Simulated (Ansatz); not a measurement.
# Transmission past a defect: W wire along [111], 4 atoms a period, Co placed on top of one W, part 3 of 4

What does the defect do to the conductance?

Ansatz 0.2.0; DFT PBE, plane waves, PAW; relaxation of a wire's period (the session's first sound run).

So far, conductance of the lead as this run defines it (G₀): step 3 (bands of the perfect wire) 5.00.

**4. Relaxing the junction**

This step: DFT PBE, plane waves, PAW; relaxation of a junction in a wire, ends held (Ansatz 0.2.0).

System of this step: W wire along [111], 4 atoms a period, Co placed on top of one W. The cell holds 37 atoms: 36 W and 1 Co. Its edges and angles: a = 11.283 Å, b = 9.388 Å, c = 24.149 Å, α = 90.0°, β = 90.0°, γ = 90.0°. Regions: held atoms, 24 atoms (24 W); free atoms, 13 atoms (12 W and 1 Co). Vacuum lies along a and b. The structure's axis is c.

13 atoms at the defect are free to relax, while 24 stay where the perfect wire has them, so that the ends still repeat as a lead. The cutoff is set under the files' recommended one to save time.

The input, input.yaml:

```yaml
crystal:
  lattice:
    - [11.283, 0.0, 0.0]
    - [0.0, 9.388, 0.0]
    - [0.0, 0.0, 24.149372829]
  atoms:
    - { symbol: W, position: [0.321836204, 0.500015667, 0.0] }
    - { symbol: W, position: [0.500002526, 0.37029517, 0.03247243] }
    - { symbol: W, position: [0.500002526, 0.629736164, 0.078638682] }
    - { symbol: W, position: [0.678168848, 0.500015667, 0.0] }
    - { symbol: W, position: [0.321836204, 0.500015667, 0.111111111] }
    - { symbol: W, position: [0.500002526, 0.37029517, 0.143583541] }
    - { symbol: W, position: [0.500002526, 0.629736164, 0.189749793] }
    - { symbol: W, position: [0.678168848, 0.500015667, 0.111111111] }
    - { symbol: W, position: [0.321836204, 0.500015667, 0.222222222] }
    - { symbol: W, position: [0.500002526, 0.37029517, 0.254694652] }
    - { symbol: W, position: [0.500002526, 0.629736164, 0.300860904] }
    - { symbol: W, position: [0.678168848, 0.500015667, 0.222222222] }
    - { symbol: W, position: [0.321836204, 0.500015667, 0.333333333] }
    - { symbol: W, position: [0.500002526, 0.37029517, 0.365805763] }
    - { symbol: W, position: [0.500002526, 0.629736164, 0.411972015] }
    - { symbol: W, position: [0.678168848, 0.500015667, 0.333333333] }
    - { symbol: W, position: [0.321836204, 0.500015667, 0.444444444] }
    - { symbol: W, position: [0.500002526, 0.37029517, 0.476916874] }
    - { symbol: W, position: [0.500002526, 0.629736164, 0.523083126] }
    - { symbol: W, position: [0.678168848, 0.500015667, 0.444444444] }
    - { symbol: W, position: [0.321836204, 0.500015667, 0.555555556] }
    - { symbol: W, position: [0.500002526, 0.37029517, 0.588027985] }
    - { symbol: W, position: [0.500002526, 0.629736164, 0.634194237] }
    - { symbol: W, position: [0.678168848, 0.500015667, 0.555555556] }
    - { symbol: W, position: [0.321836204, 0.500015667, 0.666666667] }
    - { symbol: W, position: [0.500002526, 0.37029517, 0.699139096] }
    - { symbol: W, position: [0.500002526, 0.629736164, 0.745305348] }
    - { symbol: W, position: [0.678168848, 0.500015667, 0.666666667] }
    - { symbol: W, position: [0.321836204, 0.500015667, 0.777777778] }
    - { symbol: W, position: [0.500002526, 0.37029517, 0.810250207] }
    - { symbol: W, position: [0.500002526, 0.629736164, 0.856416459] }
    - { symbol: W, position: [0.678168848, 0.500015667, 0.777777778] }
    - { symbol: W, position: [0.321836204, 0.500015667, 0.888888889] }
    - { symbol: W, position: [0.500002526, 0.37029517, 0.921361318] }
    - { symbol: W, position: [0.500002526, 0.629736164, 0.96752757] }
    - { symbol: W, position: [0.678168848, 0.500015667, 0.888888889] }
    - { symbol: Co, position: [0.066584942, 0.500035797, 0.444444444], spin: 2.0 }
magnetization:
  spin_polarized: true
kpoints:
  mp_grid: { grid: [1, 1, 2] }
scf:
  occupations: { method: fermi_dirac, width: 0.1 }
hamiltonian:
  xc: pbe
relax:
  constraints:
    - { sites: [0, 1, 2, 3, 4, 5, 6, 7, 8, 9, 10, 11, 24, 25, 26, 27, 28, 29, 30, 31, 32, 33, 34, 35] }
  f_tol: 0.06
  max_steps: 35
basis:
  ecutwfc: "350 eV"
```

Command:

```bash
ansatz run input.yaml --threads 8 --pin off --max-ram 16384MiB --backend cpu --events-out ev --progress --plain --runs-dir out
```

Numbers of over 12 decimals in the logs are rounded to 6 here.

Output:

```text
[...]
Crystal: 37 atoms, lattice volume = 2558.018 Å³
Basis set: ecut = 350 eV, 38055 PW (Γ), exchange–correlation on 144×120×300 points (8 copies of the dense FFT grid, shifted against one another)
Bands: 314, of which v1, the nominal top of the filled ones, is band 261 counted from 1 (260 counted from 0)
Symmetry: 1 space group operations
[...]
k-points: 2
[...]
Starting moments: Σ|m| = 2 μB on 1 of 37 sites
[...]
SCF iter   1: F=—  HF=-378930.469605 eV  |F-HF|=—  |Δ(HF+E_count)|=         —  Δρ=2.27e-2 (↑2.27e-2 ↓2.18e-2)  dr2=2.12e2  dr2_m=7.53e-1  M=2.542 μB ∫|m|=2.867 μB  β_m=0.30  ethr=3.10e-3  ⟨swp⟩=9.0  Hψ=5567  notcnv=0
[...]
spin=Collinear: LDOS preconditioning applied to the charge; magnetization (m = ρ↑ − ρ↓) channel mixes plain (no charge-response kernel on spin).
SCF iter   2: F=—  HF=-378891.568108 eV  |F-HF|=—  |Δ(HF+E_count)|=    3.89e1  Δρ=1.17e-2 (↑1.13e-2 ↓1.17e-2)  dr2=2.28e1  dr2_m=3.18e-1  M=2.459 μB ∫|m|=2.891 μB  β_m=0.35  ethr=3.10e-3  ⟨swp⟩=6.8  Hψ=3733  notcnv=0
[...]
SCF iter  13: F=-378887.787425 eV  HF=-378887.787472 eV  |F-HF|=4.74e-5  |Δ(HF+E_count)|=   1.53e-5  Δρ=3.94e-5 (↑1.24e-5 ↓3.94e-5)  dr2=7.16e-5  dr2_m=8.73e-6  M=2.235 μB ∫|m|=2.833 μB  ethr=1.73e-8  ⟨swp⟩=3.0  Hψ=4566  notcnv=0
SCF 1 converged in 13 iterations: F = -378887.787425 eV  dr2 = 7.16e-5
[...]
relax step   1: F+E_penalty+E_count = -378887.78742452 eV  Δ(F+E_penalty+E_count) = +0.000e0 eV  max|allowed force component| = 1.346e0 eV/Å  Δτ_max = 0.0000 Å  (13 SCF iters, dr2 threshold 9.00e-5 eV, accepted)
[...]
Starting moments: Σ|m| = 2 μB on 1 of 37 sites; this step starts from the density that it was given
[...]
SCF iter   9: F=-378887.924917 eV  HF=-378887.924945 eV  |F-HF|=2.83e-5  |Δ(HF+E_count)|=   7.11e-5  Δρ=4.31e-5 (↑1.09e-5 ↓4.31e-5)  dr2=5.71e-5  dr2_m=1.04e-5  M=2.215 μB ∫|m|=2.889 μB  ethr=1.92e-8  ⟨swp⟩=2.0  Hψ=4110  notcnv=0
SCF 2 converged in 9 iterations: F = -378887.924917 eV  dr2 = 5.71e-5
relax step   2: F+E_penalty+E_count = -378887.92491667 eV  Δ(F+E_penalty+E_count) = -1.375e-1 eV  max|allowed force component| = 1.078e0 eV/Å  Δτ_max = 0.1913 Å  (9 SCF iters, dr2 threshold 1.00e-4 eV, accepted)
SCF iter   1: F=—  HF=-378887.989717 eV  |F-HF|=—  |Δ(HF+E_count)|=         —  Δρ=5.09e-3 (↑3.26e-3 ↓5.09e-3)  dr2=7.45e-1  dr2_m=2.61e-1  M=2.082 μB ∫|m|=2.915 μB  β_m=0.30  ethr=9.06e-4  ⟨swp⟩=4.5  Hψ=3136  notcnv=0
[...]
SCF iter  18: F=-378888.283037 eV  HF=-378888.283062 eV  |F-HF|=2.55e-5  |Δ(HF+E_count)|=   7.23e-5  Δρ=4.63e-5 (↑1.05e-5 ↓4.63e-5)  dr2=4.69e-5  dr2_m=1.01e-5  M=1.923 μB ∫|m|=3.083 μB  ethr=4.07e-9  ⟨swp⟩=2.0  Hψ=4143  notcnv=0
SCF 3 converged in 18 iterations: F = -378888.283037 eV  dr2 = 4.69e-5
relax step   3: F+E_penalty+E_count = -378888.28303656 eV  Δ(F+E_penalty+E_count) = -3.581e-1 eV  max|allowed force component| = 1.111e0 eV/Å  Δτ_max = 0.1950 Å  (18 SCF iters, dr2 threshold 7.26e-5 eV, accepted)
[... from here on, the SCF cycles and remarks between the steps are left out ...]
relax step   4: F+E_penalty+E_count = -378888.43399883 eV  Δ(F+E_penalty+E_count) = -1.510e-1 eV  max|allowed force component| = 5.962e-1 eV/Å  Δτ_max = 0.1950 Å  (18 SCF iters, dr2 threshold 1.00e-4 eV, accepted)
relax step   5: F+E_penalty+E_count = -378888.40384913 eV  Δ(F+E_penalty+E_count) = +3.015e-2 eV  max|allowed force component| = 8.118e-1 eV/Å  Δτ_max = 0.2000 Å  (7 SCF iters, dr2 threshold 1.00e-4 eV, rejected (line search))
relax step   6: F+E_penalty+E_count = -378888.46696790 eV  Δ(F+E_penalty+E_count) = -3.297e-2 eV  max|allowed force component| = 9.162e-2 eV/Å  Δτ_max = 0.0974 Å  (12 SCF iters, accepted)
relax step   7: F+E_penalty+E_count = -378888.48192551 eV  Δ(F+E_penalty+E_count) = -1.496e-2 eV  max|allowed force component| = 1.807e-1 eV/Å  Δτ_max = 0.0967 Å  (11 SCF iters, accepted)
relax step   8: F+E_penalty+E_count = -378888.51882247 eV  Δ(F+E_penalty+E_count) = -3.690e-2 eV  max|allowed force component| = 3.081e-1 eV/Å  Δτ_max = 0.1434 Å  (18 SCF iters, accepted)
relax step   9: F+E_penalty+E_count = -378888.59776114 eV  Δ(F+E_penalty+E_count) = -7.894e-2 eV  max|allowed force component| = 4.317e-1 eV/Å  Δτ_max = 0.1956 Å  (7 SCF iters, dr2 threshold 9.49e-5 eV, accepted)
relax step  10: F+E_penalty+E_count = -378888.70194434 eV  Δ(F+E_penalty+E_count) = -1.042e-1 eV  max|allowed force component| = 4.956e-1 eV/Å  Δτ_max = 0.1952 Å  (14 SCF iters, dr2 threshold 1.00e-4 eV, accepted)
relax step  11: F+E_penalty+E_count = -378888.81303680 eV  Δ(F+E_penalty+E_count) = -1.111e-1 eV  max|allowed force component| = 4.506e-1 eV/Å  Δτ_max = 0.1964 Å  (13 SCF iters, dr2 threshold 1.00e-4 eV, accepted)
relax step  12: F+E_penalty+E_count = -378888.92584175 eV  Δ(F+E_penalty+E_count) = -1.128e-1 eV  max|allowed force component| = 3.098e-1 eV/Å  Δτ_max = 0.1962 Å  (11 SCF iters, dr2 threshold 1.00e-4 eV, accepted)
relax step  13: F+E_penalty+E_count = -378889.00288529 eV  Δ(F+E_penalty+E_count) = -7.704e-2 eV  max|allowed force component| = 1.097e-1 eV/Å  Δτ_max = 0.2000 Å  (11 SCF iters, dr2 threshold 4.54e-5 eV, accepted)
relax step  14: F+E_penalty+E_count = -378889.02082480 eV  Δ(F+E_penalty+E_count) = -1.794e-2 eV  max|allowed force component| = 8.083e-2 eV/Å  Δτ_max = 0.2000 Å  (18 SCF iters, accepted)
relax step  15: F+E_penalty+E_count = -378889.02937581 eV  Δ(F+E_penalty+E_count) = -8.551e-3 eV  max|allowed force component| = 1.293e-1 eV/Å  Δτ_max = 0.1961 Å  (17 SCF iters, accepted)
relax step  16: F+E_penalty+E_count = -378889.04015257 eV  Δ(F+E_penalty+E_count) = -1.078e-2 eV  max|allowed force component| = 1.492e-1 eV/Å  Δτ_max = 0.1993 Å  (10 SCF iters, dr2 threshold 9.09e-6 eV, accepted)
relax step  17: F+E_penalty+E_count = -378889.06088271 eV  Δ(F+E_penalty+E_count) = -2.073e-2 eV  max|allowed force component| = 1.483e-1 eV/Å  Δτ_max = 0.1958 Å  (10 SCF iters, dr2 threshold 2.23e-5 eV, accepted)
relax step  18: F+E_penalty+E_count = -378889.08987954 eV  Δ(F+E_penalty+E_count) = -2.900e-2 eV  max|allowed force component| = 1.857e-1 eV/Å  Δτ_max = 0.1950 Å  (10 SCF iters, dr2 threshold 2.17e-5 eV, accepted)
relax step  19: F+E_penalty+E_count = -378889.12995877 eV  Δ(F+E_penalty+E_count) = -4.008e-2 eV  max|allowed force component| = 3.010e-1 eV/Å  Δτ_max = 0.1951 Å  (10 SCF iters, dr2 threshold 3.41e-5 eV, accepted)
[...]
relax step  24: F+E_penalty+E_count = -378889.77120351 eV  Δ(F+E_penalty+E_count) = -1.877e-1 eV  max|allowed force component| = 7.562e-1 eV/Å  Δτ_max = 0.1928 Å  (7 SCF iters, dr2 threshold 1.00e-4 eV, accepted)
relax step  25: F+E_penalty+E_count = -378889.94698007 eV  Δ(F+E_penalty+E_count) = -1.758e-1 eV  max|allowed force component| = 6.608e-1 eV/Å  Δτ_max = 0.1950 Å  (8 SCF iters, dr2 threshold 1.00e-4 eV, accepted)
relax step  26: F+E_penalty+E_count = -378890.06753609 eV  Δ(F+E_penalty+E_count) = -1.206e-1 eV  max|allowed force component| = 5.622e-1 eV/Å  Δτ_max = 0.2000 Å  (7 SCF iters, dr2 threshold 1.00e-4 eV, accepted)
relax step  27: F+E_penalty+E_count = -378890.16674492 eV  Δ(F+E_penalty+E_count) = -9.921e-2 eV  max|allowed force component| = 2.731e-1 eV/Å  Δτ_max = 0.1949 Å  (8 SCF iters, dr2 threshold 1.00e-4 eV, accepted)
relax step  28: F+E_penalty+E_count = -378890.23011443 eV  Δ(F+E_penalty+E_count) = -6.337e-2 eV  max|allowed force component| = 1.658e-1 eV/Å  Δτ_max = 0.2000 Å  (9 SCF iters, dr2 threshold 1.76e-5 eV, accepted)
relax step  29: F+E_penalty+E_count = -378890.25251259 eV  Δ(F+E_penalty+E_count) = -2.240e-2 eV  max|allowed force component| = 1.443e-1 eV/Å  Δτ_max = 0.1907 Å  (10 SCF iters, dr2 threshold 6.49e-6 eV, accepted)
relax step  30: F+E_penalty+E_count = -378890.25430872 eV  Δ(F+E_penalty+E_count) = -1.796e-3 eV  max|allowed force component| = 8.263e-2 eV/Å  Δτ_max = 0.1007 Å  (9 SCF iters, dr2 threshold 7.68e-6 eV, accepted)
SCF iter   1: F=—  HF=-378890.253545 eV  |F-HF|=—  |Δ(HF+E_count)|=         —  Δρ=1.37e-3 (↑1.05e-3 ↓1.37e-3)  dr2=6.41e-2  dr2_m=1.94e-2  M=1.336 μB ∫|m|=2.387 μB  β_m=0.65  ethr=2.12e-4  ⟨swp⟩=3.0  Hψ=2554  notcnv=0
[...]
SCF iter  11: F=-378890.257817 eV  HF=-378890.257817 eV  |F-HF|=2.24e-8  |Δ(HF+E_count)|=   8.96e-9  Δρ=5.34e-7 (↑5.34e-7 ↓5.05e-7)  dr2=2.89e-8  dr2_m=1.20e-9  M=1.336 μB ∫|m|=2.382 μB  ethr=9.22e-12  ⟨swp⟩=2.0  Hψ=4869  notcnv=0
SCF 31 converged in 11 iterations: F = -378890.257817 eV  dr2 = 2.89e-8
relax step  31: F+E_penalty+E_count = -378890.25781694 eV  Δ(F+E_penalty+E_count) = -3.508e-3 eV  max|allowed force component| = 4.464e-2 eV/Å  Δτ_max = 0.0588 Å  (11 SCF iters, accepted)
SCF converged after 11 iterations
Magnetization: 1.3365 μB (261.1682 up, 259.8318 down)
Absolute magnetization: 2.4025 μB (∫|ρ↑−ρ↓|, with the PAW one-centre terms)
[...]
Per-site moments (μB) at R_I (Å): [(0.000560269, 1.022063), (-0.000149049, 1.022063), (-0.000587193, 1.022063), (0.000345458, 1.022063), (-0.00159398, 1.022063), (-0.000671764, 1.022063), (0.000684692, 1.022063), (0.000355543, 1.022063), (0.00213785, 1.022063), (-0.000956704, 1.022063), (-0.000115889, 1.025006), (-0.000541011, 1.022063), (-0.020697, 1.025006), (0.018199, 1.017004), (-0.020613, 1.024064), (-0.00619247 [...]
Free energy (F): -378890.257817 eV
[...]
Internal energy: -378888.897243 eV  (E = F + TS)
E sigma→0 (E₀):  -378889.577530 eV
Entropy (-TS):   -1.360574 eV (-36.772 meV/atom)
Fermi energy:    1.950742 eV
[...]
--- Forces (eV/Å), atoms counted from 1 ---
  atom   1  W     -0.05482846    -0.00684845    -0.03943060
  atom   2  W      0.00442028    -0.06785570     0.01466105
  atom   3  W      0.01537920     0.07118880    -0.04222022
  atom   4  W      0.02991107     0.01155685     0.00876561
  atom   5  W     -0.02961090    -0.01475858     0.08968289
  atom   6  W      0.00558101    -0.06405767     0.00649029
  atom   7  W     -0.04876156     0.05043573     0.00125223
  atom   8  W      0.03032447    -0.00475755     0.02093411
  atom   9  W     -0.00493195     0.03064573     0.07870981
  atom  10  W      0.14341045    -0.05211160     0.02981382
  atom  11  W     -0.07861602    -0.02407111     0.18906509
  atom  12  W      0.09078378    -0.01693766    -0.11438897
  atom  13  W     -0.02783071     0.00239625     0.00177446
  atom  14  W     -0.00816621     0.02274729    -0.00937969
  atom  15  W     -0.00932015    -0.00393314     0.00480473
  atom  16  W      0.01212439    -0.00319400     0.00441816
  atom  17  W      0.01330706     0.01047792     0.00394580
  atom  18  W      0.02150168     0.00176209     0.00429872
  atom  19  W     -0.02898630     0.02340268    -0.01108245
  atom  20  W      0.03068168    -0.00857828    -0.00536547
  atom  21  W     -0.00027512    -0.02388763    -0.01691412
  atom  22  W     -0.00062027     0.01428833     0.01682397
  atom  23  W      0.03140628     0.00357642    -0.00235858
  atom  24  W     -0.04463685    -0.00533524     0.00769954
  atom  25  W     -0.12116766     0.05514946    -0.04463258
  atom  26  W      0.09300145    -0.02377050    -0.10854041
  atom  27  W     -0.03193691     0.07152120     0.01758108
  atom  28  W     -0.04553751    -0.07098053    -0.31680786
  atom  29  W      0.04098462     0.05702469     0.07534944
  atom  30  W      0.02671676    -0.06440075     0.02584269
  atom  31  W     -0.00748090     0.06446217    -0.03789459
  atom  32  W     -0.04675728    -0.01603721     0.13396949
  atom  33  W     -0.05720940     0.00772780     0.02688699
  atom  34  W      0.00919812    -0.07496143    -0.00701213
  atom  35  W      0.01227293     0.07734494    -0.01692742
  atom  36  W      0.05378728    -0.02497996     0.00573419
  atom  37  Co    -0.01823896    -0.00432604     0.00444663
  max |Σ_I F_I| component: 1.21e-4 eV/Å
--- Relaxed structure (31 steps of the walk, 30 accepted, 0 SCFs on fresh bases) ---
  F+E_penalty+E_count = -378890.25781694 eV   max|allowed force component| = 4.464e-2 eV/Å
  atoms:
    - { symbol: W, position: [0.321836204, 0.500015667, 0.0] }
    - { symbol: W, position: [0.500002526, 0.37029517, 0.03247243] }
    - { symbol: W, position: [0.500002526, 0.629736, 0.078638682] }
    - { symbol: W, position: [0.678168848, 0.500015667, 0.0] }
    - { symbol: W, position: [0.321836204, 0.500015667, 0.111111111] }
    - { symbol: W, position: [0.500002526, 0.37029517, 0.143583541] }
    - { symbol: W, position: [0.500002526, 0.629736, 0.189750] }
    - { symbol: W, position: [0.678168848, 0.500015667, 0.111111111] }
    - { symbol: W, position: [0.321836204, 0.500015667, 0.222222222] }
    - { symbol: W, position: [0.500002526, 0.37029517, 0.254694652] }
    - { symbol: W, position: [0.500002526, 0.629736, 0.300860904] }
    - { symbol: W, position: [0.678168848, 0.500015667, 0.222222222] }
    - { symbol: W, position: [0.324819, 0.494251, 0.334240] }
    - { symbol: W, position: [0.507484, 0.369813, 0.366000] }
    - { symbol: W, position: [0.502301, 0.630340, 0.411987] }
    - { symbol: W, position: [0.681481, 0.504176, 0.333048] }
    - { symbol: W, position: [0.327641, 0.485230, 0.445505] }
    - { symbol: W, position: [0.511738, 0.365593, 0.476941] }
    - { symbol: W, position: [0.503032, 0.626353, 0.522251] }
    - { symbol: W, position: [0.685097, 0.507411, 0.443455] }
    - { symbol: W, position: [0.315239, 0.516549, 0.558859] }
    - { symbol: W, position: [0.493742, 0.367955, 0.588703] }
    - { symbol: W, position: [0.501589, 0.631793, 0.633985] }
    - { symbol: W, position: [0.678108, 0.496307, 0.556374] }
    - { symbol: W, position: [0.321836204, 0.500015667, 0.666666667] }
    - { symbol: W, position: [0.500002526, 0.37029517, 0.699139096] }
    - { symbol: W, position: [0.500002526, 0.629736, 0.745305348] }
    - { symbol: W, position: [0.678168848, 0.500015667, 0.666666667] }
    - { symbol: W, position: [0.321836204, 0.500015667, 0.777778] }
    - { symbol: W, position: [0.500002526, 0.37029517, 0.810250207] }
    - { symbol: W, position: [0.500002526, 0.629736, 0.856416459] }
    - { symbol: W, position: [0.678168848, 0.500015667, 0.777778] }
    - { symbol: W, position: [0.321836204, 0.500015667, 0.888888889] }
    - { symbol: W, position: [0.500002526, 0.37029517, 0.921361] }
    - { symbol: W, position: [0.500002526, 0.629736, 0.96752757] }
    - { symbol: W, position: [0.678168848, 0.500015667, 0.888888889] }
    - { symbol: Co, position: [0.328721, 0.283777, 0.520690] }
```

It took 21 min on 8 threads of Arm Neoverse V2, shared host; peak memory 8.4 GiB; 2.7 h of CPU time.

Relaxation path (22 of 31):

```tsv
step	energy less that of the first step (eV)	largest force component (eV/Å)
1	0.0000	1.3460
2	-0.1375	1.0780
4	-0.6466	0.5962
5	-0.6164	0.8118
7	-0.6945	0.1807
8	-0.7314	0.3081
10	-0.9145	0.4956
11	-1.0256	0.4506
12	-1.1384	0.3098
14	-1.2334	0.0808
15	-1.2420	0.1293
17	-1.2735	0.1483
18	-1.3025	0.1857
20	-1.4049	0.3577
21	-1.4953	0.5261
22	-1.6266	0.6127
24	-1.9838	0.7562
25	-2.1596	0.6608
27	-2.3793	0.2731
28	-2.4427	0.1658
30	-2.4669	0.0826
31	-2.4704	0.0446
```

Relaxation step 5 was tried and not accepted.

The atoms that moved most (Å):

```tsv
atom	dx	dy	dz	length
Co37	2.958	-2.030	1.841	4.032
W21	-0.074	0.155	0.080	0.190
W17	0.066	-0.139	0.026	0.156
W18	0.132	-0.044	0.001	0.140
W20	0.078	0.069	-0.024	0.107
W14	0.084	-0.005	0.005	0.085
W22	-0.071	-0.022	0.016	0.076
W13	0.034	-0.054	0.022	0.067
```

This step gave:

| Property | Result |
| --- | --- |
| energy at zero smearing | -378889.5775 eV |
| total moment | 1.336 μB |
| absolute moment | 2.402 μB |

Site moment by element, in μB:

```tsv
element	atoms	mean	spread (r.m.s.)	least	largest
W	36	0.00	0.01	-0.03	0.03
Co	1	1.18	0.00	1.18	1.18
```

The atoms farthest from the mean of their element:

```tsv
atom	x, y, z (Å)	site moment (μB)
W21	3.56, 4.85, 13.50	0.03
W23	5.66, 5.93, 15.31	-0.03
W17	3.70, 4.56, 10.76	0.03
W19	5.68, 5.88, 12.61	-0.02
W13	3.66, 4.64, 8.07	-0.02
W15	5.67, 5.92, 9.95	-0.02
W14	5.73, 3.47, 8.84	0.02
W29	3.63, 4.69, 18.78	0.02
```

The largest force component on a free atom ends at 0.045 eV/Å, under the limit of 0.06. Co ends nearest to W at 2.38 Å, W at 2.44 Å, W at 2.61 Å and W at 2.62 Å; its sphere holds +1.18 μB.

[end of part 3 of 4]

[Logs are printed without paths, hosts, clocks, repeated set-up lines and the standing remarks that a program may print on its own settings, such as how far it seeks lower states.]

[Hosts, paths, dates, database ids (printed as entryN), source tags and the programs' standing remarks are cut or masked in the printed files.]
